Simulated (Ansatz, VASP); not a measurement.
## CuCl: VASP beside Ansatz

```
Cu Cl
1.0
     0.00000   -2.71204   -2.71204
     2.71204    0.00000   -2.71204
     2.71204   -2.71204    0.00000
Cu Cl
1 1
Direct
  0.00000 0.00000 0.00000
  0.75000 0.75000 0.75000
```

Alike in both runs: functional PBE; k mesh 12 × 12 × 12; occupations gaussian, width 0.02 eV; no spin polarisation.

Ansatz relaxed the structure, and its values are those at the end. VASP's run is a single point on that final structure, the one shown.

```csv
,VASP,Ansatz
version,VASP 6.6.1,Ansatz 0.2.0
potentials or method,"VASP PAW PBE potentials, release 64 (Cu, Cl)","scalar-relativistic, plane waves, PAW"
plane-wave cutoff (eV),520,420
valence electrons in the cell,18,26
```

|  | VASP | Ansatz | Ansatz less VASP |
| --- | --- | --- | --- |
| gap on the k mesh at the Fermi level (eV) | 0.53 | 0.53 | -0.005 |
| least direct gap on the mesh (eV) | 0.53 | 0.53 | -0.005 |
| pressure (GPa) | 0.1 | 0.0 | -0.07 |

The two sets of potentials don't hold the same shells in valence.

A k mesh can miss the band edges. Expect the measured gap to be larger: semilocal functionals such as PBE lack the derivative discontinuity.
